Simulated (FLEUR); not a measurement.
Runs of FLEUR MaX-R8.1 (later development tree) on CaO. Symmetry: Fm-3m, No. 225, cubic system. The conventional cell has a = 4.807 Å, b = 4.807 Å, c = 4.807 Å, α = 90.00°, β = 90.00°, γ = 90.00°. Ca (site symmetry m-3m) has 6 O at 2.40 Å as nearest neighbours. O (site symmetry m-3m) has 6 Ca at 2.40 Å as nearest neighbours. The cell is a database's computed one.

| task | level | gmax | muffin-tin radii | max iterations | mixing factor | mixer | kmax | gap on the mesh (eV) | V0 of scaled cells (Å³/atom) | B0 (GPa) |
| --- | --- | --- | --- | --- | --- | --- | --- | --- | --- | --- |
| band structure | Wu-Cohen GGA | 12.8 1/bohr | Ca 2.38, O 1.82 bohr | 60 | 0.05 | Anderson | 4.12 1/bohr | 3.56 | - | - |
| band structure | PBE | 12.8 1/bohr | Ca 2.38, O 1.82 bohr | 60 | 0.05 | Anderson | 4.12 1/bohr | 3.65 | - | - |
| band structure | r2SCAN | 12.8 1/bohr | Ca 2.38, O 1.82 bohr | 60 | 0.05 | Anderson | 4.12 1/bohr | (b) | - | - |
| equation of state | Wu-Cohen GGA | 13.2 1/bohr | Ca 2.31, O 1.77 bohr | - | - | - | 4.24 1/bohr | - | 13.53 | (a) |
| equation of state | r2SCAN | 13.2 1/bohr | Ca 2.31, O 1.77 bohr | - | - | - | 4.24 1/bohr | - | 13.78 | 117 |

Alike in all rows: potentials or basis all-electron, FLAPW; no spin polarisation; cell as given; k mesh 10 × 10 × 10; smearing fermi-dirac 0.05 eV.

Q: Fill in the values left out.

A: (a) 116; (b) 4.18.

Caveats: the meta-GGA is that of a development version, with a GGA for the radial functions and cores and without core tails (some runs).

